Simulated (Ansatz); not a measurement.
Below is a relaxed structure of In5GaP6. The cell was found from a structure generator's guess, not taken from experiment.

The calculation used DFT PBE, scalar-relativistic, plane waves, PAW in Ansatz 0.2.0. Cutoff 420 eV, Γ-centred mesh, Gaussian smearing, no spin polarisation.

```cif
data_structure
_symmetry_space_group_name_H-M 'P 1'
_symmetry_Int_Tables_number 1
_cell_length_a 3.8799
_cell_length_b 3.8799
_cell_length_c 18.9198
_cell_angle_alpha 90.000
_cell_angle_beta 90.000
_cell_angle_gamma 120.000
_cell_volume 246.65
loop_
_atom_site_label
_atom_site_type_symbol
_atom_site_fract_x
_atom_site_fract_y
_atom_site_fract_z
_atom_site_occupancy
In1 In 0.66667 0.33333 0.66009 1
In2 In 0.33333 0.66667 0.33991 1
In3 In 0.66667 0.33333 0.16990 1
In4 In 0.00000 0.00000 0.00000 1
In5 In 0.33333 0.66667 0.83010 1
Ga1 Ga 0.00000 0.00000 0.50000 1
P1 P 0.33333 0.66667 0.57220 1
P2 P 0.66667 0.33333 0.42780 1
P3 P 0.00000 0.00000 0.25542 1
P4 P 0.33333 0.66667 0.08524 1
P5 P 0.66667 0.33333 0.91476 1
P6 P 0.00000 0.00000 0.74458 1
```

Formation energies are uncorrected and refer to the elements' standard structures at the same level. The references include black phosphorus.

(1) Find its symmetry and describe it.

(2) How far does it lie from the elements in energy?

(3) Is it a metal?

## Answers

(1) P-3m1 (No. 164), with In and Ga ordered on rock salt sites. Conventional cell: a = 3.880 Å, c = 18.920 Å. Around In on a site of symmetry 3m lie 6 P at 2.75–2.79 Å; In on a second site of symmetry 3m has 6 P at 2.75–2.76 Å; Ga is surrounded by 6 P at 2.62 Å; around P on its first site lie 3 Ga at 2.62 Å and 3 In at 2.79 Å; 3 more sites not described.

(2) +0.01 eV/atom. The formation energy is too near zero to say whether this cell lies below the elements.

(3) Yes, bands cross the Fermi level on the 12×12×2 mesh.

The last run used a 12×12×2 mesh (in the run's order of axes) for its 12-atom cell and Gaussian smearing of 0.10 eV. For metals, differences of a few meV/atom aren't resolved. The reference form of P is held partly by dispersion forces, which this level lacks. A structure relaxed within its symmetry needn't be a true minimum.
